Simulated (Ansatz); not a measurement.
HfO$_{2}$ under strain

Method: DFT r2SCAN, scalar-relativistic, plane waves, PAW in Ansatz 0.2.0. (500 eV cutoff, 6×6×8 k-mesh, Gaussian smearing of 0.02 eV, no spin polarisation)

Starting point, cell and atoms relaxed:

```yaml
crystal:
  lattice:
    - [4.83820, 0.00000, 0.00000]
    - [0.00000, 4.83820, 0.00000]
    - [0.00000, 0.00000, 3.22035]
  atoms:
    - { symbol: Hf, position: [0.00000, 0.00000, 0.00000] }
    - { symbol: Hf, position: [0.50000, 0.50000, 0.50000] }
    - { symbol: O, position: [0.19492, 0.80508, 0.50000] }
    - { symbol: O, position: [0.30508, 0.30508, 0.00000] }
    - { symbol: O, position: [0.69492, 0.69492, 0.00000] }
    - { symbol: O, position: [0.80508, 0.19492, 0.50000] }
```

Deformation: shear that moves c along a by the strain times its height over the a-b plane, the cell held and the atoms relaxed, all within the symmetry that the strain leaves. Energies are extrapolated to zero smearing. Gaps are generalised Kohn–Sham gaps over the whole zone.

Spin-orbit coupling is left out, which matters for the bands and energies of heavy elements.

```tsv
strain (%)	ΔE (meV/atom)	a (Å)	b (Å)	c (Å)	gap (eV)
+0.0	0.0	4.838	4.838	3.220	4.53
+2.0	1.7	4.838	4.838	3.221	4.52
+4.0	6.9	4.838	4.838	3.223	4.49
+6.0	15.5	4.838	4.838	3.226	4.45
+8.0	27.5	4.838	4.838	3.231	4.39
+12.0	62.1	4.838	4.838	3.243	4.19
```

(1) What stiffness (1/V) d²E/dε² at zero strain does a cubic fit over all points give?

Answers

(1) A cubic fit gives (1/V) d²E/dε² = 109 GPa at zero strain (the shear constant for this plane and direction).